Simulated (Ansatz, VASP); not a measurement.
This is a calculation of CdS (Hawleyite) for Ansatz 0.2.0.

The input input.yaml:

```yaml
crystal:
  lattice:
    - [0.0, 2.9165, 2.9165]
    - [2.9165, 0.0, 2.9165]
    - [2.9165, 2.9165, 0.0]
  atoms:
    - { symbol: Cd, position: [0.0, 0.0, 0.0] }
    - { symbol: S, position: [0.75, 0.75, 0.75] }
kpoints:
  mp_grid: { grid: [5, 5, 5] }
scf:
  occupations: { method: fermi_dirac, width: 0.06 }
hamiltonian:
  xc: pbe
  pseudopotentials: { kind: all_electron, lapw: { basis_error: 0.004 } }
output:
  forces: true
  stress: true
  eigenvalues: true
```

Potentials or basis: all-electron LAPW, scalar-relativistic.

The run is started by

```console
$ ansatz run input.yaml --threads 1 --pin off --max-ram 3072MiB --backend cpu --events-out ev --progress --plain --runs-dir out
```

Translate it to VASP 6.6.1. Potentials there: VASP PAW PBE potentials, release 64 (Cd, S).

As run (the cutoff follows the program's own potentials):

INCAR

```
SYSTEM = CdS
PREC = Accurate
ENCUT = 520
EDIFF = 1E-6
ISMEAR = -1
SIGMA = 0.06
LREAL = .False.
LASPH = .True.
NELM = 80
ALGO = Normal
ISIF = 2
LWAVE = .False.
LCHARG = .False.
GGA = PE
NBANDS = 16
```

Contents of KPOINTS:

```
regular mesh
0
Gamma
  5 5 5
  0 0 0
```

The input POSCAR:

```
CdS
1.0
    0.0000000000      2.9165000000      2.9165000000
    2.9165000000      0.0000000000      2.9165000000
    2.9165000000      2.9165000000      0.0000000000
Cd S
1 1
Direct
    0.0000000000      0.0000000000      0.0000000000
    0.7500000000      0.7500000000      0.7500000000
```

Potentials or basis: VASP PAW PBE potentials, release 64 (Cd, S).

Launch:

```bash
$ cat potpaw_PBE.64/Cd/POTCAR potpaw_PBE.64/S/POTCAR > POTCAR
$ mpirun -np 1 vasp_std > vasp.out
```

Both were run:

|  | VASP | Ansatz | Ansatz less VASP |
| --- | --- | --- | --- |
| gap on the k mesh at the Fermi level (eV) | 1.15 | 1.14 | -0.004 |
| least direct gap on the mesh (eV) | 1.15 | 1.14 | -0.004 |
| pressure (GPa) | 3.2 | 2.9 | -0.32 |

Ansatz ran all-electron here, so the differences hold the error of VASP's frozen core and of both bases.
